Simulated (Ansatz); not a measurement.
# ScAl2: do energies and stresses tell the same story?

Theory: DFT r2SCAN, scalar-relativistic, plane waves, PAW (Ansatz).

Settings: cutoff 500 eV, Γ-centred mesh 8×8×8 on the computed 6-atom cell, Gaussian smearing of 0.10 eV; no spin polarisation.

Relaxed cell: Fd-3m, a = 7.555 Å, b = 7.555 Å, c = 7.555 Å, α = 90.00°, β = 90.00°, γ = 90.00°, 6 atoms in the primitive cell. Whether it is the stable form of this composition wasn't checked.

Energies at zero smearing and pressures from the stress tensor, at volumes with shape and atoms relaxed:
```json
{"V (Å³/atom)": "16.892", "E − E(first) (meV/atom)": "0.00", "P (GPa)": "6.66"}
{"V (Å³/atom)": "17.431", "E − E(first) (meV/atom)": "-16.20", "P (GPa)": "3.10"}
{"V (Å³/atom)": "17.970", "E − E(first) (meV/atom)": "-21.25", "P (GPa)": "0.03"}
{"V (Å³/atom)": "18.509", "E − E(first) (meV/atom)": "-16.71", "P (GPa)": "-2.62"}
{"V (Å³/atom)": "19.048", "E − E(first) (meV/atom)": "-3.92", "P (GPa)": "-4.89"}
```

Task: Check P = −dE/dV between neighbouring volumes, and get the bulk modulus from the pressures alone.

Result: With 1 eV/Å³ = 160.2 GPa:
```tsv
middle V (Å³/atom)	−ΔE/ΔV (GPa)	mean P (GPa)
17.161	4.814	4.880
17.700	1.502	1.561
18.239	-1.349	-1.296
18.779	-3.802	-3.757
```

The two differ by 0.07 GPa at most. The mean of two end pressures misses the average over a step by about ΔV² P″/12, up to 0.04 GPa here; with that taken off 0.02 GPa remains. Around V = 17.970 Å³/atom, the two neighbours give B = −V ΔP/ΔV = 17.970 × 5.72 / 1.078 = 95.3 GPa, against B0 = 94.8 GPa from the Birch–Murnaghan fit of the energies.